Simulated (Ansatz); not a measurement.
# Ti: a jump of C

Computed with Ansatz, DFT PBE, scalar-relativistic, plane waves, PAW. (420 eV cutoff, 4×4×4 k-mesh, shifted by half a step, Gaussian smearing of 0.10 eV, no spin polarisation)

In a supercell of 16 host sites, interstitial C hops to an equivalent place, moving 2.91 Å between the relaxed ends. Climbing-image nudged elastic band at fixed cell with images 0 (start) to 6 (end), the path measured over all atoms, converged to 0.05 eV/Å; the order of the saddle wasn't checked, and the small cell leaves errors of about a tenth of an eV.

Start:

```
CELL_PARAMETERS angstrom
-4.11204 -4.11204 -4.11204
-4.11204 4.11204 4.11204
4.11204 4.11204 -4.11204
ATOMIC_POSITIONS crystal
Ti 0.75528 0.99982 0.25531
Ti 0.50001 0.00007 0.49998
Ti 0.24442 0.99985 0.74444
Ti 0.75000 0.49998 0.74994
Ti 0.75559 0.25544 0.00000
Ti 0.49998 0.25540 0.25555
Ti 0.24998 0.24997 0.49994
Ti 0.99996 0.24994 0.74998
Ti 0.00000 0.00006 0.00000
Ti 0.75003 0.75002 0.50005
Ti 0.49998 0.74451 0.74469
Ti 0.50003 0.50010 0.00000
Ti 0.24999 0.49997 0.25002
Ti 0.00003 0.50009 0.50001
Ti 0.24471 0.74455 0.00000
Ti 0.00005 0.75003 0.25005
C 0.50003 0.00022 0.99999
```

Atom 17 jumps to (-2.057, 0.001, 0.001) Å.

(1) Give the energy along the band and the structure at its top.

## Answers

(1)
```tsv
image	path (Å)	E − E(0) (eV)	C x (Å)	C y (Å)	C z (Å)	force on C (eV/Å)
0	0.00	0.000	-2.057	-2.055	-2.055	0.00
1	0.74	0.542	-2.048	-1.819	-1.819	0.92
2	1.49	1.192	-2.019	-1.433	-1.433	0.12
3	2.23	1.170	-1.988	-1.086	-1.086	0.05
4	2.98	1.212	-2.009	-0.774	-0.772	0.04
5	3.84	0.724	-2.046	-0.305	-0.304	1.06
6	4.69	0.000	-2.057	0.001	0.001	0.00
```

Barrier 1.21 eV. Image 4:
```
CELL_PARAMETERS angstrom
-4.11204 -4.11204 -4.11204
-4.11204 4.11204 4.11204
4.11204 4.11204 -4.11204
ATOMIC_POSITIONS crystal
Ti 0.75975 0.97879 0.24380
Ti 0.51558 0.99126 0.51063
Ti 0.19800 0.94548 0.65688
Ti 0.78609 0.53594 0.78947
Ti 0.67228 0.20718 0.00017
Ti 0.54055 0.28789 0.34271
Ti 0.24926 0.24688 0.50248
Ti 0.99721 0.26603 0.75146
Ti 0.01329 0.04271 0.99992
Ti 0.74665 0.74358 0.49771
Ti 0.51592 0.73518 0.75621
Ti 0.46609 0.47601 0.00010
Ti 0.24533 0.51439 0.24849
Ti 0.00420 0.48072 0.48945
Ti 0.28487 0.81450 0.99963
Ti 0.00020 0.74993 0.21111
C 0.33812 0.15022 0.99976
```

Cost: 1 run of about 2.6 core-hours, on Intel Xeon Platinum 8259CL (Skylake/Cascade Lake) (shared hosts).